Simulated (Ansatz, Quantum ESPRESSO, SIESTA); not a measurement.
# La2O3: 3 runs at one level of theory

```
La O
1.0
     6.26678    0.00000    0.00000
    -3.13339    5.42719    0.00000
     0.00000    0.00000    3.29977
La O
2 3
Direct
  0.66667 0.33333 0.50000
  0.33333 0.66667 0.50000
  0.50801 0.00000 0.00000
  0.00000 0.50801 0.00000
  0.49199 0.49199 0.00000
```

The cell comes from a database or a generator and needn't be the stable form of this composition.

Alike in all runs: task band structure; functional PBEsol; k mesh 5 × 5 × 8; occupations fermi-dirac, width 0.05 eV; no spin polarisation; no spin-orbit coupling. Pressure is positive in compression and, in plane waves, holds the error of the finite cutoff. Gaps are the smaller of the mesh's and the band path's.

| program and potentials | plane-wave cutoff (eV) | notes | band gap (eV) | pressure (GPa) | largest force (eV/Å) |
| --- | --- | --- | --- | --- | --- |
| Ansatz, all-electron LAPW, scalar-relativistic | - | - | 1.46 | -1.04 | 0.061 |
| SIESTA, files PseudoDojo sr-pbesol-0.4.1-standard, DZP (energy shift 0.003 Ry; two zetas on semicore shells) | - | atomic basis | 1.23 | 4.41 | 0.034 |
| Quantum ESPRESSO, GBRV 1.5 PBEsol | 612 | - | 1.46 | -0.85 | 0.060 |

Force on atom 3 (O), eV/Å:

| program and potentials | x | y | z |
| --- | --- | --- | --- |
| Ansatz, all-electron LAPW, scalar-relativistic | -0.061 | 0.000 | 0.000 |
| SIESTA, files PseudoDojo sr-pbesol-0.4.1-standard, DZP (energy shift 0.003 Ry; two zetas on semicore shells) | -0.034 | 0.000 | 0.000 |
| Quantum ESPRESSO, GBRV 1.5 PBEsol | -0.060 | 0.000 | 0.000 |

The band gap spans 1.23 (SIESTA, files PseudoDojo sr-pbesol-0.4.1-standard, DZP (energy shift 0.003 Ry; two zetas on semicore shells)) to 1.46 eV (Quantum ESPRESSO, GBRV 1.5 PBEsol), with all-electron results at 1.46. The pressure spans -1.04 (Ansatz, all-electron LAPW, scalar-relativistic) to 4.41 GPa (SIESTA, files PseudoDojo sr-pbesol-0.4.1-standard, DZP (energy shift 0.003 Ry; two zetas on semicore shells)), with all-electron results at -1.04. Rows in atomic bases carry the error of their basis and grid, which can be large.

The functional is the same throughout but for its coding, so the spread measures potentials, basis and numerics; runs on potential files found faulty are left out.
